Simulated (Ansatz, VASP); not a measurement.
# Sb: VASP beside Ansatz

```
CELL_PARAMETERS angstrom
6.09118 0.00000 0.00000
0.00000 6.09118 0.00000
0.00000 0.00000 6.09118
ATOMIC_POSITIONS crystal
Sb 0.50000 0.50000 0.00000
Sb 0.00000 0.50000 0.50000
Sb 0.50000 0.00000 0.50000
Sb 0.50000 0.50000 0.50000
Sb 0.50000 0.00000 0.00000
Sb 0.00000 0.50000 0.00000
Sb 0.00000 0.00000 0.50000
```

Alike in both runs: functional PBE; k mesh 4 × 4 × 4; occupations gaussian, width 0.1 eV; no spin polarisation.

Ansatz relaxed the structure, and its values are those at the end. VASP's run is a single point on that final structure, the one shown.

```csv
,VASP,Ansatz
version,VASP 6.6.1,Ansatz 0.2.0
potentials or method,"VASP PAW PBE potentials, release 64 (Sb)","scalar-relativistic, plane waves, PAW"
plane-wave cutoff (eV),520,420
valence electrons in the cell,35,105
```

```tsv
	VASP	Ansatz	Ansatz less VASP
gap on the k mesh at the Fermi level (eV)	none	none	-
pressure (GPa)	0.3	0.3	+0.01
```

A gap of «none» marks a metal or a gap that the smearing closes. The two sets of potentials don't hold the same shells in valence.

The runs have no spin-orbit coupling, so splittings on Sb are missing.
